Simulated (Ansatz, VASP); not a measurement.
**One calculation of Rb, two programs**

```
Rb
1.0
     0.00000    2.67899    2.67899
     2.67899    0.00000    2.67899
     2.67899    2.67899    0.00000
Rb
1
Direct
  0.00000 0.00000 0.00000
```

Alike in both runs: functional PBE; k mesh 12 × 12 × 12; occupations fermi-dirac, width 0.08 eV; no spin polarisation.

Ansatz relaxed the structure, and its values are those at the end. VASP's run is a single point on that final structure, the one shown.

|  | VASP | Ansatz |
| --- | --- | --- |
| version | VASP 6.6.1 | Ansatz 0.2.0 |
| potentials or method | VASP PAW PBE potentials, release 64 (Rb_sv), cutoff 520 eV | all-electron LAPW, scalar-relativistic |

```csv
,VASP,Ansatz,Ansatz less VASP
pressure (GPa),10.0,10.0,-0.01
```

Ansatz ran all-electron here, so the differences hold the error of VASP's frozen core and of both bases.
